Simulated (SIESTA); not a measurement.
CdS (Greenockite) under changes of volume

One of the cells (25.121 Å³/atom); the others are scaled copies at fixed shape and fractional positions:

```xyz
4
Lattice="4.1500 0.0000 0.0000 -2.0750 3.5940 0.0000 0.0000 0.0000 6.7370" Properties=species:S:1:pos:R:3 pbc="T T T"
Cd    2.0750    1.1980    3.3685
Cd    0.0000    2.3960    0.0000
S     2.0750    1.1980    5.8949
S     0.0000    2.3960    2.5264
```

| Item | Value |
| --- | --- |
| Program | SIESTA 5.4.2 |
| Functional | PBE |
| Potentials or basis | PseudoDojo 0.4 standard (PBE files) |
| Basis | TZDP (energy shift 0.01 Ry) |
| Grid cutoff | 800 Ry |
| Energy shift | 0.01 Ry |
| k mesh | 7 × 7 × 4 |
| Occupations | fermi-dirac, width 0.05 eV |
| Spin | no spin polarisation |

```csv
volume (Å³/atom),energy over the lowest point (meV/atom),pressure (GPa),gap on the mesh (eV),largest force (eV/Å)
23.614,?,?,?,?
24.116,5.53,2.4,1.48,0.056
24.618,0.48,0.8,1.41,0.054
25.121,0.00,-0.5,1.35,0.054
25.623,3.55,-1.7,1.30,0.050
26.126,10.80,-2.8,1.24,0.051
26.628,21.11,-3.7,1.19,0.058
```

Task: What does the run at 23.614 Å³/atom give?

Result: Energy over the lowest point 15.79 meV/atom; pressure 4.2 GPa; gap on the mesh 1.54 eV; largest force 0.063 eV/Å.

Worked out: A Birch-Murnaghan fit of order 3 (a polynomial in V^(-2/3)) to the other rows has its minimum at 24.92 Å³/atom with B0 = V·E''(V) = 67 GPa and B' = 5.1 at fixed shape and positions, which overstates the stiffness. It gives 15.78 meV/atom at 23.614 Å³/atom, against the run's 15.79, and -dE/dV = 4.2 GPa, against 4.2. A straight line through the other rows of the gap, of slope -2.9 eV per unit of ln V (its deformation potential), extrapolates to 1.53 eV, against the run's 1.54.

Energies are extrapolated to zero smearing.

Caveats: semicore shells carry a single zeta, which can move pressures by several GPa and volumes by a few percent; an odd mesh through Γ misses points on the zone boundary, where band edges often lie; the basis of atomic orbitals isn't converged, which shifts pressures, moduli and gaps. Spin-orbit coupling on Cd is left out.
